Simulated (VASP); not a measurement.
## CuI (rocksalt), r²SCAN relaxation of cell and atoms: VASP's output and Ansatz's

POSCAR

```
Cu I
 1.0000000000000000
    -0.0000000000000000    2.8701631135889922    2.8701631135889922
     2.8701631135889922   -0.0000000000000000    2.8701631135889922
     2.8701631135889922    2.8701631135889922   -0.0000000000000000
 Cu  I
   1   1
Cartesian
  0.0000000000000000 -0.0000000000000000 -0.0000000000000000
  2.8701631135889922  2.8701631135889922  2.8701631135889922
```

VASP ran with the recommended PBE PAW datasets (18 valence electrons in the cell).

From OUTCAR

```
k-points           NKPTS =     29   k-points in BZ     NKDIM =     29   number of bands    NBANDS=     16

   NELECT =      18.0000    total number of electrons

   dimension x,y,z NGX =    32 NGY =   32 NGZ =   32
   dimension x,y,z NGXF=    64 NGYF=   64 NGZF=   64

  energy-cutoff  :      600.00
  volume of cell :       46.54
      direct lattice vectors                 reciprocal lattice vectors
    -0.000000000  2.854918889  2.854918889    -0.175136324  0.175136324  0.175136324
     2.854918889  0.000000000  2.854918889     0.175136324 -0.175136324  0.175136324
     2.854918889  2.854918889 -0.000000000     0.175136324  0.175136324 -0.175136324

 k-points in reciprocal lattice and weights: KPOINTS created by Atomic Simulation Env
   0.00000000  0.00000000  0.00000000       0.002
   0.12500000  0.00000000  0.00000000       0.016
   0.25000000  0.00000000  0.00000000       0.016
   0.37500000  0.00000000  0.00000000       0.016
   0.50000000  0.00000000  0.00000000       0.008
   0.12500000  0.12500000  0.00000000       0.012
   0.25000000  0.12500000  0.00000000       0.047
   0.37500000  0.12500000  0.00000000       0.047
   ...

 E-fermi :   6.1872

 k-point     1 :       0.0000    0.0000    0.0000
  band No.  band energies     occupation
      1      -8.6735      2.00000
      2       4.1961      2.00000
      3       4.1961      2.00000
      4       4.1961      2.00000
      5       4.2045      2.00000
      6       4.2045      2.00000
      7       4.2434      2.00000
      8       4.2435      2.00000
      9       4.2435      2.00000
     10       7.7262      0.00000
     11      13.9007      0.00000
     12      13.9007      0.00000
     13      13.9007      0.00000
     14      15.5470      0.00000
     15      15.5473      0.00000
     16      15.5473      0.00000

 k-point     2 :       0.1250    0.0000    0.0000
  band No.  band energies     occupation
      1      -8.5514      2.00000
      2       3.0266      2.00000
      3       3.5273      2.00000
      4       3.5274      2.00000
      5       4.2700      2.00000
      6       4.2701      2.00000
      7       4.4099      2.00000
      8       4.9026      2.00000
      9       4.9026      2.00000
     10       8.6552      0.00000
     11      12.9941      0.00000
     12      13.6624      0.00000
     13      13.6624      0.00000
     14      14.7269      0.00000
     15      14.7270      0.00000
     16      15.2401      0.00000

 k-point     3 :       0.2500    0.0000    0.0000
  band No.  band energies     occupation
      1      -8.2267      2.00000
      2       1.3532      2.00000
      3       2.9724      2.00000
      4       2.9725      2.00000
      5       4.3480      2.00000
      6       4.3481      2.00000
      7       4.4684      2.00000
      8       5.5292      2.00000
      9       5.5293      2.00000
     10       9.6652      0.00000
     11      12.3575      0.00000
     12      12.3576      0.00000
     13      12.3749      0.00000
     14      15.0996      0.00000
     15      15.5044      0.00000
     16      15.5044      0.00000

 k-point     4 :       0.3750    0.0000    0.0000
  band No.  band energies     occupation
      1      -7.8450      2.00000
      2       0.0428      2.00000
      3       2.6111      2.00000
      4       2.6112      2.00000
      5       4.4288      2.00000
      6       4.4288      2.00000
      7       4.5314      2.00000
      8       5.9920      1.99988
      9       5.9921      1.99988
     10       9.5955      0.00000
     11      11.3358      0.00000
     12      11.3359      0.00000
     13      12.4026      0.00000
     14      16.2544      0.00000
     15      17.0376      0.00000
     16      17.0376      0.00000

 k-point     5 :       0.5000    0.0000    0.0000
  band No.  band energies     occupation
      1      -7.6632      2.00000
      2      -0.4625      2.00000
      3       2.4861      2.00000
      4       2.4861      2.00000
      5       4.4630      2.00000
      6       4.4631      2.00000
      7       4.5626      2.00000
      8       6.1730      1.34075
      9       6.1731      1.33863
     10       9.4267      0.00000
     11      10.9550      0.00000
     12      10.9551      0.00000
     13      12.4026      0.00000
     14      17.6302      0.00000
     15      18.4379      0.00000
     16      18.4379      0.00000

 k-point     6 :       0.1250    0.1250    0.0000
  band No.  band energies     occupation
      1      -8.5119      2.00000
      2       2.7575      2.00000
      3       3.6483      2.00000
      4       3.6483      2.00000
      5       4.2065      2.00000
      6       4.2216      2.00000
      7       4.5964      2.00000
      8       4.5965      2.00000
      9       4.7747      2.00000
     10       9.0159      0.00000
     11      12.6834      0.00000
     12      12.8639      0.00000
     13      13.9552      0.00000
     14      13.9552      0.00000
     15      16.4791      0.00000
     16      16.4792      0.00000

 ...

  Total        0.0077484      0.0077484      0.0077484      0.0000000      0.0000000      0.0000000
  in kB        0.2667533      0.2667533      0.2667533      0.0000000      0.0000000      0.0000000
  external PRESSURE =       0.2667533 kB  Pullay stress =       0.0000000 kB

 POSITION                                       TOTAL-FORCE (eV/Angst)
 -----------------------------------------------------------------------------------
      2.85492      5.70984      2.85492        -0.000000     -0.000000     -0.000000
      2.85492      2.85492      2.85492         0.000000      0.000000      0.000000
 -----------------------------------------------------------------------------------
    total drift:                               -0.000000     -0.000000     -0.000000

  FREE ENERGIE OF THE ION-ELECTRON SYSTEM (eV)
  ---------------------------------------------------
  free  energy   TOTEN  =       -35.3419929462 eV

  energy  without entropy=      -35.3414400756  energy(sigma->0) =      -35.34171651
```

The two codes use different PAW datasets and cutoffs. VASP's cell holds 18 valence electrons and Ansatz's 36.

What does Ansatz give for the same cell and level of theory?

relaxed cell vector lengths 4.039, 4.039, 4.039 Å; relaxed cell volume 46.60 Å³.

Ansatz printed

```
basis re-selected at this cell: Δ(F+E_penalty+E_count) = +2.480e-4 eV, ΔP = -0.006 GPa vs the last step (what re-selecting the basis moved, of the pressure what is left beyond the Pulay correction that the steps carried, after the strain that the cell walked since its last selection, with what the two solves' SCF thresholds leave and, on support functions, any second-order correction that the steps lacked; it is no measure of the basis error at this ecutwfc). This SCF's stress stands 1.32e-2 GPa from its target on what of the cell is left free (relax.cell.stress_tol is 5.00e-2 GPa) and its largest allowed force component is 1.52e-29 eV/Å (relax.f_tol is 5.00e-3 eV/Å): within both
SCF converged after 7 iterations
Free energy (F): -14159.191736 eV
Harris-Foulkes:  -14159.191736 eV  (|F-HF|=3.64e-12)
Internal energy: -14159.191179 eV  (E = F + TS)
E sigma→0 (E₀):  -14159.191458 eV
Entropy (-TS):   -0.000557 eV (-0.278 meV/atom)
Fermi energy:    10.601987 eV
--- Per-component energies (eV) ---
  E_band       = -810.392100
  E_kinetic    = 489.768217
  E_local      = -6756.770260  (includes V_loc(G=0)·N_el)
  E_nonlocal   = 324.756432
  E_hartree    = 3163.389354
  E_xc         = -201.787428
  E_vxc        = -259.166699  (∫ρ·V_xc dr)
  E_paw        = -6534.754884  (= ΣΔE_a)
  E_vpaw       = -951.914845  (= ΣTr[D̂ρ^β])
  E_aug_tail   = 0.000132  (compensation charges beyond the density's cutoff)
  E_vtau       = 16.156271  (kinetic-family band-sum trace: ∫τ·v_τ [+ j·A + Jᵃ·Aᵃ] dr)
  E_ewald      = -4643.564688
  E_core_change = -0.228055  (= ΣΔE_core)
  E_smearing   = -0.000557  (= −TS)
  E_closure    = 0.000000  (closes the sum)
  Σ components = -14159.191736   (vs F -14159.191736, Δ=0.00e0)
--- Forces (eV/Å), atoms counted from 1 ---
  atom   1  Cu    -0.00000000    -0.00000000     0.00000000
  atom   2  I      0.00000000    -0.00000000     0.00000000
  max |Σ_I F_I| component: 2.85e-29 eV/Å
--- Stress (GPa, compression-positive) ---
       -0.013243      -0.000000      -0.000000
       -0.000000      -0.013243      -0.000000
       -0.000000      -0.000000      -0.013243
  P = ⅓ Tr σ = -0.0132 GPa (-0.132 kbar)
--- Relaxed structure (3 steps of the walk, 3 accepted, 1 SCFs on fresh bases) ---
  F+E_penalty+E_count = -14159.19173588 eV   max|allowed force component| = 1.519e-29 eV/Å   (the final SCF, on the basis selected at the relaxed cell)
  cell:  # Å, volume = 46.5967 Å³
    - [-6.432907191530682e-34, 2.8561104274992553, 2.8561104274992553]
    - [2.8561104274992553, -1.6114114054032303e-33, 2.8561104274992553]
    - [2.8561104274992553, 2.8561104274992553, -5.222756333717979e-34]
  atoms:
    - { symbol: Cu, position: [1.3105812366236584e-36, -2.2716741434523582e-36, -3.669627462489792e-36] }
    - { symbol: I, position: [0.5, 0.5, 0.5] }
```
